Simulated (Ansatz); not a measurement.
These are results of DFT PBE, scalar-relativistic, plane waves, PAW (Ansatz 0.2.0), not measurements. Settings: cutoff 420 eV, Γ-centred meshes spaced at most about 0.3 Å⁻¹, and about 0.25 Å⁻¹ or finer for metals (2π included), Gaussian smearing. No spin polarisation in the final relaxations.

These are static total energies at zero pressure.

Two relaxed structures of InGa5P6:

A.

```yaml
crystal:
  lattice:
    - [3.67096, 0.00000, 0.00000]
    - [0.00000, 5.26557, 0.00000]
    - [0.00000, 0.00000, 11.09875]
  atoms:
    - { symbol: In, position: [0.50000, 0.50000, 0.00000] }
    - { symbol: Ga, position: [0.00000, 0.00000, 0.82977] }
    - { symbol: Ga, position: [0.00000, 0.00000, 0.17023] }
    - { symbol: Ga, position: [0.50000, 0.50000, 0.33793] }
    - { symbol: Ga, position: [0.00000, 0.00000, 0.50000] }
    - { symbol: Ga, position: [0.50000, 0.50000, 0.66207] }
    - { symbol: P, position: [0.00000, 0.50000, 0.18264] }
    - { symbol: P, position: [0.00000, 0.50000, 0.50000] }
    - { symbol: P, position: [0.50000, 0.00000, 0.66337] }
    - { symbol: P, position: [0.00000, 0.50000, 0.81736] }
    - { symbol: P, position: [0.50000, 0.00000, 0.00000] }
    - { symbol: P, position: [0.50000, 0.00000, 0.33663] }
```

B.

```yaml
crystal:
  lattice:
    - [3.70451, 0.00000, 0.00000]
    - [0.00000, 3.70451, 0.00000]
    - [0.00000, 0.00000, 15.68425]
  atoms:
    - { symbol: In, position: [0.00000, 0.00000, 0.50000] }
    - { symbol: Ga, position: [0.00000, 0.00000, 0.83658] }
    - { symbol: Ga, position: [0.50000, 0.50000, 0.00000] }
    - { symbol: Ga, position: [0.00000, 0.00000, 0.16342] }
    - { symbol: Ga, position: [0.50000, 0.50000, 0.32924] }
    - { symbol: Ga, position: [0.50000, 0.50000, 0.67076] }
    - { symbol: P, position: [0.00000, 0.00000, 0.00000] }
    - { symbol: P, position: [0.50000, 0.50000, 0.16010] }
    - { symbol: P, position: [0.00000, 0.00000, 0.32277] }
    - { symbol: P, position: [0.50000, 0.50000, 0.50000] }
    - { symbol: P, position: [0.00000, 0.00000, 0.67723] }
    - { symbol: P, position: [0.50000, 0.50000, 0.83990] }
```

**Question.** Which placement of the atoms is lower in energy, and by how much?

**Answer.** They are level within the accuracy (2 meV/atom apart, with A the lower in these runs). The two share one framework of sites and differ in which element sits where. A has In and Ga ordered on rock salt sites, space group Pmmm (No. 47), 17.9 Å³/atom and no gap on its mesh; B has In and Ga ordered on rock salt sites, space group P4/mmm (No. 123), 17.9 Å³/atom and no gap. Counting P atoms around Ga and In (those within 1.25 times the shortest such distance or 1.15 times the sum of covalent radii), A and B both have In 6, Ga 6. Both come from invented guesses. A third cell relaxed alike, in P-4m2, lies 0.38 eV/atom below the lower of the two.

The k mesh leaves some 4 meV/atom of noise in the energy of each metallic cell. Cells relaxed within their symmetry can be saddle points.
